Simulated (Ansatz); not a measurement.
## Al$_{3}$Cu$_{2}$ (P-3m1), a sublattice moved along a line

Theory: DFT PBEsol, scalar-relativistic, plane waves, PAW in Ansatz 0.2.0. The runs took a 420 eV cutoff, a Γ-centred 12×12×10 mesh and Gaussian smearing (0.15 eV). No spin polarisation. Energies are free energies at this smearing, counted from the undisturbed cell; pressure is positive in compression.

The starting cell (relaxed at this level; it needn't be the usual structure):

```
Al Cu
1.0
     4.09859    0.00000    0.00000
    -2.04929    3.54948    0.00000
     0.00000    0.00000    4.98210
Al Cu
3 2
Direct
  0.00000 0.00000 0.00000
  0.33333 0.66667 0.35151
  0.66667 0.33333 0.64849
  0.33333 0.66667 0.84229
  0.66667 0.33333 0.15771
```

Every Cu atom is moved by x along the Cartesian unit vector (-0.721, -0.417, 0.553); the cell and all other atoms stay fixed. The cell is metallic on the mesh throughout.

| x (Å) | ΔE (meV/cell) |
| --- | --- |
| -0.5000 | 1476.2 |
| -0.2500 | 377.0 |
| 0.0000 | 0.0 |
| 0.1250 | 94.6 |
| 0.3125 | 587.2 |
| 0.3750 | 841.8 |
| 0.4375 | 1139.0 |

By symmetry 0.5000 repeats -0.5000, -0.3750 repeats 0.3750, 0.2500 repeats -0.2500, -0.1250 repeats 0.1250 in energy, with the opposite slope along the path.